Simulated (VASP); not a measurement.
Here is a VASP 6.6.1 calculation.

The input INCAR:

```
  PREC = Accurate
  ENCUT = 600
  EDIFF = 1E-6
  ISMEAR = -1
  SIGMA = 0.05
  LREAL = False
  LASPH = True
  NELM = 100
  ALGO = Fast
  ISIF = 3
  LWAVE = False
  LCHARG = False
  GGA = RP
  IVDW = 13
  IBRION = 2
  NSW = 60
  EDIFFG = -0.005
```

KPOINTS

```
Automatic mesh
0
Gamma
  8 8 2
```

The input POSCAR:

```
ZnS
1.0
    3.8120000000      0.0000000000      0.0000000000
   -1.9060000000      3.3012888392      0.0000000000
    0.0000000000      0.0000000000     18.6899900000
Zn S
6 6
Direct
    0.3333333333      0.6666666667      0.8333300000
    0.6666666667      0.3333333333      0.3333300000
    0.6666666667      0.3333333333      0.6666700000
    0.3333333333      0.6666666667      0.1666700000
    0.0000000000      0.0000000000      0.5000000000
    0.0000000000      0.0000000000      0.0000000000
    0.3333333333      0.6666666667      0.9583300000
    0.6666666667      0.3333333333      0.4583300000
    0.6666666667      0.3333333333      0.7916700000
    0.3333333333      0.6666666667      0.2916700000
    0.0000000000      0.0000000000      0.6250000000
    0.0000000000      0.0000000000      0.1250000000
```

Potentials or basis: VASP PAW PBE potentials, release 64 (Zn, S).

Launch:

```sh
$ cat potpaw_PBE.64/Zn/POTCAR potpaw_PBE.64/S/POTCAR > POTCAR
$ mpirun -np 1 vasp_std > vasp.out
```

(1) What does it give for the relaxed cell?

(2) What does it give for the space group after relaxing (to 0.05 Å)?

(3) Estimate the dispersion energy per atom.

(4) Predict the band gap on the k mesh.

## Answers

(1) a = 3.793 Å, b = 3.793 Å, c = 18.600 Å, α = 90.00°, β = 90.00°, γ = 120.00°.

(2) P6_3mc (No. 186).

(3) -0.614 eV.

(4) 2.40 eV, direct.
